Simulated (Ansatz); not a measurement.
Wires are cut from relaxed bulk Pt (Fm-3m, 15.64 Å³/atom, gap on the mesh 0.00 eV); atoms and period are relaxed, and energies count from that bulk.

Method: DFT PBE, scalar-relativistic, plane waves, PAW in Ansatz.

Cutoff 420 eV, Gaussian smearing of 0.05 eV, energies at zero smearing, symmetry of each start kept, no spin polarisation.

```tsv
start	atoms	k mesh	excess energy (eV per host atom)	line energy (eV/Å)	period (Å)	gap on the mesh (eV)	highest filled level or Fermi level under vacuum (eV)
[110] wire, 5 host atoms a period	5	1×1×19	1.179	2.253	2.616	0	5.35
[110] wire, 8 host atoms a period	8	1×1×19	0.962	2.927	2.628	0	-
```

A dash: not computed, or not clear enough to read.

Spin-orbit coupling is left out, which matters for the bands of heavy elements.

Each run keeps its start's symmetry and one magnetic start, so lower states can exist.

Cost: 2 runs of about 6.1 core-minutes in all, on Intel Xeon 6975P-C (Granite Rapids) (shared hosts).